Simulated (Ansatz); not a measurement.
## Si: Co on a Si site

Level of theory: DFT PBE, scalar-relativistic, plane waves, PAW in Ansatz 0.2.0. (420 eV cutoff, 2×2×2 k-mesh, shifted by half a step, Gaussian smearing of 0.02 eV, collinear spin)

Host crystal, relaxed:

```xyz
4
Lattice="3.8513 0.0000 0.0000 -1.9256 3.3353 0.0000 0.0000 0.0000 6.3650" Properties=species:S:1:pos:R:3 pbc="T T T"
Si    0.0000    2.2235    0.4006
Si    1.9256    1.1118    3.5831
Si    0.0000    2.2235    2.7820
Si    1.9256    1.1118    5.9645
```

Supercell of 36 atoms, rows in host cell vectors: -1 1 -1; 2 1 -1; -1 -2 -1. Atoms relax at the host's cell from a start displaced at random by 0.05 Å near the defect, so other minima may exist. The cell is small, so energies carry finite-size errors of tenths of an eV. The host's Kohn–Sham gap is 0.45 eV. Atoms are taken from and returned to the elements' standard states. Charged cells are corrected for image charges with the computed static dielectric tensor (mean 13.0) and aligned with the host's potential at far atoms (alignment terms reach 0.03 eV; the program doubts the alignment in some charges, where it is up to 0.03 eV). No band-filling term is added, and the Fermi level counts from the host's valence band top.

Starting moments were lost in some runs.

Defect: Co on a Si site set at (0.333, 0.667, 0.063) of the host cell. Before relaxation its nearest neighbours are 3 Si at 2.36 Å, 1 Si at 2.38 Å.

| charge | E_f at the valence band top (eV) | over the neutral state (eV) | moment (μB) | largest move (Å) | atoms near the site |
| --- | --- | --- | --- | --- | --- |
| +1 | 1.98 | 0.50 | 0.00 | 0.15 | 3 Si at 2.27 Å, 1 Si at 2.28 Å |
| 0 | 1.48 | 0.00 | 1.00 | 0.15 | 3 Si at 2.25 Å, 1 Si at 2.27 Å |
| -1 | 1.53 | 0.06 | 0.00 | 0.20 | 3 Si at 2.21 Å, 1 Si at 2.24 Å |

Among the charges computed the stable one is 0 at the valence band top, changing to -1 at 0.06 eV. In charge +1 the extra carrier would gain by moving to a band edge of the host, so it isn't bound in the gap.